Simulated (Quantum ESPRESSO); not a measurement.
# C (Fd-3m) in Quantum ESPRESSO: a series of runs, part 2 of 2

Quantum ESPRESSO 7.5.

## 3. Single point, PBEsol, 5.33 Å³/atom

pw.in reads:

```
&CONTROL
  calculation = 'scf'
  prefix = 'pwscf'
  outdir = './tmp'
  pseudo_dir = './pseudo'
  tprnfor = .true.
  tstress = .true.
  disk_io = 'nowf'
/
&SYSTEM
  ibrav = 0
  nat = 2
  ntyp = 1
  ecutwfc = 82
  nbnd = 9
  occupations = 'smearing'
  smearing = 'fd'
  degauss = 0.00367493
/
&ELECTRONS
  conv_thr = 4d-10
  electron_maxstep = 120
  mixing_beta = 0.5
/
ATOMIC_SPECIES
C     12.0110 C.upf
CELL_PARAMETERS angstrom
   0.0000000000    1.7469644787    1.7469644787
   1.7469644787    0.0000000000    1.7469644787
   1.7469644787    1.7469644787    0.0000000000
ATOMIC_POSITIONS crystal
C      0.7500000000    0.7500000000    0.7500000000
C      0.5000000000    0.5000000000    0.5000000000
K_POINTS automatic
13 13 13 0 0 0
```

Potentials or basis: PseudoDojo 0.4.1 SR PBEsol standard.

Started as:

```sh
> OMP_NUM_THREADS=1 pw.x -in pw.in > pw.out
```

Wall time 7.2 s (1 thread of Intel Xeon Platinum 8488C (Sapphire Rapids), shared host); peak memory 0.09 GiB.

The run converged. Its results:

```yaml
Free_energy: -326.7189 eV
Pressure: 27.0 GPa
Band_gap_on_the_k_mesh: 4.20 eV, indirect (least direct gap 5.74 eV)
```

Caveat: an odd mesh through Γ misses points on the zone boundary, where band edges often lie.

## 4. Single point, PBEsol, 5.44 Å³/atom

pw.in: that of step 3 with these lines changed.

```diff
@@ -27,5 +27,5 @@
 CELL_PARAMETERS angstrom
-   0.0000000000    1.7469644787    1.7469644787
-   1.7469644787    0.0000000000    1.7469644787
-   1.7469644787    1.7469644787    0.0000000000
+   0.0000000000    1.7592674508    1.7592674508
+   1.7592674508    0.0000000000    1.7592674508
+   1.7592674508    1.7592674508    0.0000000000
 ATOMIC_POSITIONS crystal
```

Started as:

```sh
> OMP_NUM_THREADS=1 pw.x -in pw.in > pw.out
```

Wall time 6.8 s (1 thread of Intel Xeon Platinum 8488C (Sapphire Rapids), shared host); peak memory 0.09 GiB.

It converged, with:

* Free energy: -326.7495 eV
* Pressure: 15.9 GPa
* Band gap on the k mesh: 4.15 eV, indirect (least direct gap 5.68 eV)

Caveat: an odd mesh through Γ misses points on the zone boundary, where band edges often lie.

## 5. Single point, PBEsol, 5.56 Å³/atom

pw.in: that of step 4 with these lines changed.

```diff
@@ -27,5 +27,5 @@
 CELL_PARAMETERS angstrom
-   0.0000000000    1.7592674508    1.7592674508
-   1.7592674508    0.0000000000    1.7592674508
-   1.7592674508    1.7592674508    0.0000000000
+   0.0000000000    1.7714007132    1.7714007132
+   1.7714007132    0.0000000000    1.7714007132
+   1.7714007132    1.7714007132    0.0000000000
 ATOMIC_POSITIONS crystal
```

Started as:

```sh
> OMP_NUM_THREADS=1 pw.x -in pw.in > pw.out
```

It took 7.5 s on 1 thread of Intel Xeon Platinum 8488C (Sapphire Rapids), shared host; peak memory 0.09 GiB.

It converged, with:

```
Free energy            : -326.7651 eV
Pressure               : 5.8 GPa
Band gap on the k mesh : 4.10 eV, indirect (least direct gap 5.62 eV)
```

Caveat: an odd mesh through Γ misses points on the zone boundary, where band edges often lie.

## 6. Single point, PBEsol, 5.67 Å³/atom

pw.in: that of step 5 with these lines changed.

```diff
@@ -27,5 +27,5 @@
 CELL_PARAMETERS angstrom
-   0.0000000000    1.7714007132    1.7714007132
-   1.7714007132    0.0000000000    1.7714007132
-   1.7714007132    1.7714007132    0.0000000000
+   0.0000000000    1.7833700000    1.7833700000
+   1.7833700000    0.0000000000    1.7833700000
+   1.7833700000    1.7833700000    0.0000000000
 ATOMIC_POSITIONS crystal
```

Potentials or basis: PseudoDojo 0.4.1 SR PBEsol standard.

Started as:

```sh
> OMP_NUM_THREADS=1 pw.x -in pw.in > pw.out
```

Run time: 7.2 s. Hardware: 1 thread of Intel Xeon Platinum 8488C (Sapphire Rapids), shared host; peak memory 0.09 GiB.

The run converged. Its results:

```
Free energy            : -326.7670 eV
Pressure               : -3.3 GPa
Band gap on the k mesh : 4.05 eV, indirect (least direct gap 5.56 eV)
```

Caveat: an odd mesh through Γ misses points on the zone boundary, where band edges often lie.

## 7. Single point, PBEsol, 5.79 Å³/atom

pw.in: that of step 6 with these lines changed.

```diff
@@ -27,5 +27,5 @@
 CELL_PARAMETERS angstrom
-   0.0000000000    1.7833700000    1.7833700000
-   1.7833700000    0.0000000000    1.7833700000
-   1.7833700000    1.7833700000    0.0000000000
+   0.0000000000    1.7951807415    1.7951807415
+   1.7951807415    0.0000000000    1.7951807415
+   1.7951807415    1.7951807415    0.0000000000
 ATOMIC_POSITIONS crystal
```

Started as:

```sh
> OMP_NUM_THREADS=1 pw.x -in pw.in > pw.out
```

It took 7.8 s on 1 thread of Intel Xeon Platinum 8488C (Sapphire Rapids), shared host; peak memory 0.09 GiB.

It converged, with:

* Free energy: -326.7566 eV
* Pressure: -11.7 GPa
* Band gap on the k mesh: 4.01 eV, indirect (least direct gap 5.51 eV)

Caveat: an odd mesh through Γ misses points on the zone boundary, where band edges often lie.

## 8. Single point, PBEsol, 5.90 Å³/atom

pw.in: that of step 7 with these lines changed.

```diff
@@ -27,5 +27,5 @@
 CELL_PARAMETERS angstrom
-   0.0000000000    1.7951807415    1.7951807415
-   1.7951807415    0.0000000000    1.7951807415
-   1.7951807415    1.7951807415    0.0000000000
+   0.0000000000    1.8068380860    1.8068380860
+   1.8068380860    0.0000000000    1.8068380860
+   1.8068380860    1.8068380860    0.0000000000
 ATOMIC_POSITIONS crystal
```

Started as:

```sh
> OMP_NUM_THREADS=1 pw.x -in pw.in > pw.out
```

It took 8 s on 1 thread of Intel Xeon Platinum 8488C (Sapphire Rapids), shared host; peak memory 0.09 GiB.

It converged, with:

```yaml
Free_energy: -326.7348 eV
Pressure: -19.3 GPa
Band_gap_on_the_k_mesh: 3.96 eV, indirect (least direct gap 5.45 eV)
```

Caveat: an odd mesh through Γ misses points on the zone boundary, where band edges often lie.

## 9. Single point, PBEsol, 6.01 Å³/atom

pw.in: that of step 8 with these lines changed.

```diff
@@ -27,5 +27,5 @@
 CELL_PARAMETERS angstrom
-   0.0000000000    1.8068380860    1.8068380860
-   1.8068380860    0.0000000000    1.8068380860
-   1.8068380860    1.8068380860    0.0000000000
+   0.0000000000    1.8183469191    1.8183469191
+   1.8183469191    0.0000000000    1.8183469191
+   1.8183469191    1.8183469191    0.0000000000
 ATOMIC_POSITIONS crystal
```

Potentials or basis: PseudoDojo 0.4.1 SR PBEsol standard.

Started as:

```sh
> OMP_NUM_THREADS=1 pw.x -in pw.in > pw.out
```

It took 9 s on 1 thread of Intel Xeon Platinum 8488C (Sapphire Rapids), shared host; peak memory 0.09 GiB.

It converged, with:

```
Free energy            : -326.7028 eV
Pressure               : -26.2 GPa
Band gap on the k mesh : 3.92 eV, indirect (least direct gap 5.40 eV)
```

Caveat: an odd mesh through Γ misses points on the zone boundary, where band edges often lie.

## 10. Equation of state, PBEsol

Potentials or basis: PseudoDojo 0.4.1 SR PBEsol standard.

No new run: the results of the series are fitted here.

What came out:

| Quantity | Value |
| --- | --- |
| Equilibrium volume | 5.63 Å³/atom |
| Bulk modulus | 449 GPa |
| Pressure derivative of the bulk modulus | 3.7 |

Energy against volume, from the lowest point:
```
volume (Å³/atom)  energy (meV/atom)
           5.332              24.05
           5.445               8.78
           5.558               0.98
           5.672               0.00
           5.785               5.23
           5.899              16.09
           6.012              32.10
```

## 11. How close it comes

Step 10. A measured bulk modulus of C is 442 GPa (quoted in “Equation of state of cubic boron nitride at high pressures and temperatures”, 2007, arxiv:cond-mat/0702656); the calculated 449 GPa misses it by +1.6 %. 3 values of this kind are on record (442 to 444.8 GPa); this one was drawn at random among those near their median, those with a stated uncertainty first. The fit is for a static lattice scaled at fixed shape and fixed fractional positions. The cell as given is a measured one (5.67 Å³/atom); PBEsol puts the equilibrium volume -0.7 % from it, thermal expansion not counted.
